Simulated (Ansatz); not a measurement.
HfO2: a film clamped to a substrate

All numbers below come from DFT r2SCAN, scalar-relativistic, plane waves, PAW (Ansatz 0.2.0). The runs took a 500 eV cutoff, a Γ-centred 8×8×8 mesh and Gaussian smearing (0.05 eV). Spin–orbit coupling is left out, which can shift energies with elements as heavy as these. No spin polarisation. Energies are free energies at this smearing, counted from the undisturbed cell; pressure is positive in compression.

Zero of the scan (relaxed at this level; this fluorite-type form isn't the usual structure):

```
Hf O
1.0
     0.00000    2.52916    2.52916
     2.52916    0.00000    2.52916
     2.52916    2.52916    0.00000
Hf O
1 2
Cartesian
  0.0000 0.0000 0.0000
  1.2646 1.2646 1.2646
  3.7937 3.7937 3.7937
```

The cell (3 atoms, V0 = 32.36 Å³) is strained by p along both x and y and by q along z, fractional coordinates fixed. τp = (1/V0) ∂E/∂p = (σxx + σyy)(1 + p)(1 + q) and τq = (1/V0) ∂E/∂q = σzz(1 + p)², with tension positive.

```csv
p,q,ΔE (meV/atom),τp (GPa),τq (GPa)
0.000,0.000,0.00,-0.05,-0.02
-0.025,0.000,31.50,-38.47,-6.10
0.025,0.000,28.01,32.42,4.66
0.000,-0.025,13.11,-5.85,-15.85
0.000,0.025,12.12,4.85,14.19
```

Question: Get the second derivatives of the energy density.

Answer: Central differences give A = ∂τp/∂p = 1418 GPa (C11 + C22 + 2 C12), C = ∂τq/∂q = 601 GPa (C33) and the cross term B = ∂τq/∂p = 215 GPa (C13 + C23); ∂τp/∂q = 214 GPa must equal B, and any difference shows higher-order terms. The ions are clamped. In a cubic crystal C11 = C = 601, C12 = B/2 = 108 GPa and A should be 2(C11 + C12) = 1417 GPa; the bulk modulus is (C11 + 2 C12)/3 = 272 GPa.

Question: A film of this crystal grows with z along the normal on a substrate that imposes p. How does its thickness respond, and what does the misfit cost?

Answer: Count p and q from the stress-free cell. A free surface needs τq = 0, so q = −(B/C) p = -0.36 p. The energy density left is (A − B²/C) p²/2 = M p², with the biaxial modulus M = 670 GPa; a misfit of 1 % costs 4.51 meV/atom, against 4.77 meV/atom if the thickness were held.

At p = -0.050 the energies along q are 241.6 (q = -0.050), 171.5 (q = -0.025), 133.4 (q = 0.000), 124.1 (q = 0.025), 140.9 (q = 0.050) meV/atom.

Question: Does the linear rule hold at this misfit?

Answer: A parabola through the lowest point and its neighbours has its minimum at q = 0.021, 123.8 meV/atom. With the stress left in the starting cell, τp0 and τq0, linear elasticity gives q = −(τq0 + Bp)/C = 0.018 and E = V0(τp0 p + τq0 q + Ap²/2 + Bpq + Cq²/2)/N = 112.9 meV/atom. The two agree within a tenth in energy.

The crystal resists stretching along a cube axis far more than it couples that strain to the other axes, so the film's thickness responds weakly and its relaxation recovers little of the misfit energy. Hf–O bonds along the body diagonals would, as central springs alone, make C11 and C12 equal. The large gap between 601 and 108 GPa therefore probably owes much to repulsion between neighbouring oxygens, which face each other along the cube axes, together with longer-range electrostatics.

That repulsion steepens as ions approach, which fits the higher energy in compression than in tension for both strains. It also explains why linear elasticity gives too low a cost at the larger compressive misfit, 112.9 against 123.8 meV/atom, while predicting the thickness fairly well. Clamping the ions costs nothing here, since symmetry keeps the oxygens in place under these axial strains. The three-atom cell, however, cannot host the alternating oxygen displacements that turn cubic hafnia tetragonal, so the results don't show that a strained film would keep the fluorite form.
